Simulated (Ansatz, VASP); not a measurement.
**Ag in VASP and in Ansatz**

```
Ag
1.0
     2.62907    0.00000    0.00000
     0.00000    2.62907    0.00000
     0.00000    0.00000    2.62907
Ag
1
Direct
  0.00000 0.00000 0.00000
```

Alike in both runs: functional LDA; k mesh 15 × 15 × 15; occupations fermi-dirac, width 0.1 eV; no spin polarisation.

Ansatz relaxed the structure, and its values are those at the end. VASP's run is a single point on that final structure, the one shown.

```csv
,VASP,Ansatz
version,VASP 6.6.1,Ansatz 0.2.0
potentials or method,"VASP PAW LDA potentials, release 64 (Ag)","PAW with Ansatz's default frozen-core files, scalar-relativistic"
plane-wave cutoff (eV),520,420
valence electrons in the cell,11,19
```

```tsv
	VASP	Ansatz	Ansatz less VASP
pressure (GPa)	2.3	2.2	-0.07
```

The two sets of potentials don't hold the same shells in valence.
